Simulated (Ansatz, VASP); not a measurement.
**GaAs: VASP beside Ansatz**

The input INCAR:

```
ALGO = Normal
EDIFF = 1E-7
EDIFFG = -0.002
ENCUT = 600
GGA = CA
IBRION = 2
ISIF = 3
ISMEAR = 0
LASPH = True
LCHARG = False
LREAL = False
LWAVE = False
NELM = 100
NSW = 100
PREC = Accurate
SIGMA = 0.1
```

Contents of KPOINTS:

```
k-points
0
Gamma
  10 10 10
```

The input POSCAR:

```
GaAs
1.0
    0.0000000000      2.8750910500      2.8750910500
    2.8750910500      0.0000000000      2.8750910500
    2.8750910500      2.8750910500      0.0000000000
Ga As
1 1
Direct
    0.0000000000      0.0000000000      0.0000000000
    0.7500000000      0.7500000000      0.7500000000
```

Input for Ansatz:

```yaml
crystal:
  lattice:
    - [0.0, 2.87509105, 2.87509105]
    - [2.87509105, 0.0, 2.87509105]
    - [2.87509105, 2.87509105, 0.0]
  atoms:
    - { symbol: Ga, position: [0.0, 0.0, 0.0] }
    - { symbol: As, position: [0.75, 0.75, 0.75] }
basis:
  ecutwfc: 420
kpoints:
  mp_grid: { grid: [10, 10, 10] }
hamiltonian:
  xc: lda
  pseudopotentials: { kind: paw, azcp: { folder: soft_1 } }
scf:
  occupations: { method: gaussian, width: 0.1 }
output:
  forces: true
  stress: true
  eigenvalues: true
relax:
  adjacent_minimum: "off"
  f_tol: 0.002
  max_steps: 80
  cell: { stress_tol: 0.02 }
```

The cell is a database's computed one.

Alike in both runs: task relaxation of cell and atoms; functional LDA; k mesh 10 × 10 × 10; occupations gaussian, width 0.1 eV; no spin polarisation.

|  | VASP | Ansatz |
| --- | --- | --- |
| version | VASP 6.6.1 | Ansatz 0.2.0 |
| potentials or method | VASP PAW LDA potentials, release 64 (Ga_d, As) | scalar-relativistic, plane waves, PAW |
| plane-wave cutoff (eV) | 600 | 420 |
| valence electrons in the cell | 18 | 28 |

|  | VASP | Ansatz | Ansatz less VASP |
| --- | --- | --- | --- |
| gap on the k mesh at the Fermi level, each at its own relaxed structure (eV) | 0.51 | 0.49 | -0.016 |
| relaxed volume (Å³/atom) | 22.07 | 21.99 | -0.086 |
| relaxed cell length with the largest relative difference (Å) | 3.967 | 3.962 | -0.0052 |
| energy change over the relaxation (meV/atom) | -26 | -29 | -2.7 |

The two sets of potentials don't hold the same shells in valence. Ansatz warned: «pseudo_functional_mismatch».

A k mesh can miss the band edges.
